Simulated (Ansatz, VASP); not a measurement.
One calculation of S, two programs

The input POSCAR:

```
S
1.0
    0.0000000000      1.9943503440      1.9943503440
    1.9943503440      0.0000000000      1.9943503440
    1.9943503440      1.9943503440      0.0000000000
S
1
Direct
    0.0000000000      0.0000000000      0.0000000000
```

File INCAR.step1:

```
SYSTEM = S
PREC = Accurate
ENCUT = 520
ISMEAR = 0
SIGMA = 0.1
LREAL = .FALSE.
LASPH = .TRUE.
NELM = 80
NBANDS = 9
GGA = PE
ALGO = Normal
EDIFF = 1E-4
LWAVE = .TRUE.
LCHARG = .FALSE.
```

INCAR.step2

```
SYSTEM = S
PREC = Accurate
ENCUT = 520
EDIFF = 1E-6
ISMEAR = 0
SIGMA = 0.1
LREAL = .FALSE.
LASPH = .TRUE.
NELM = 80
ALGO = Normal
ISIF = 2
LWAVE = .FALSE.
LCHARG = .FALSE.
METAGGA = R2SCAN
LMIXTAU = .TRUE.
NBANDS = 9
ISTART = 1
```

Contents of KPOINTS:

```
Automatic mesh
0
G
  8 8 8
  0 0 0
```

Input for Ansatz:

```yaml
crystal:
  lattice:
    - [0.0, 1.994350344, 1.994350344]
    - [1.994350344, 0.0, 1.994350344]
    - [1.994350344, 1.994350344, 0.0]
  atoms:
    - { symbol: S, position: [0.0, 0.0, 0.0] }
basis:
  ecutwfc: 500
kpoints:
  mp_grid: { grid: [8, 8, 8] }
hamiltonian:
  xc: r2scan
scf:
  occupations: { method: gaussian, width: 0.1 }
output:
  forces: true
  stress: true
  eigenvalues: true
```

This isn't the form of S at room conditions, which is orthorhombic, of S8 rings.

Alike in both runs: task single point; functional r2SCAN; k mesh 8 × 8 × 8; occupations gaussian, width 0.1 eV; no spin polarisation.

|  | VASP | Ansatz |
| --- | --- | --- |
| version | VASP 6.6.1 | Ansatz 0.2.0 |
| potentials or method | VASP PAW PBE potentials, release 64 (S) | scalar-relativistic, plane waves, PAW |
| plane-wave cutoff (eV) | 520 | 500 |
| valence electrons in the cell | 6 | 6 |

Ansatz gave:

| Quantity | Value |
| --- | --- |
| gap on the k mesh at the Fermi level (eV) | none |
| pressure (GPa) | 1.2 |

Question: Estimate VASP's values.

Answer: gap on the k mesh at the Fermi level (eV): none; pressure (GPa): 0.9.

A gap of «none» marks a metal or a gap that the smearing closes. The functional is the same, so the differences come from potentials, cutoffs and numerics.

Caveats: the PAW data sets were made with another functional, which shifts forces and pressure a little (VASP).
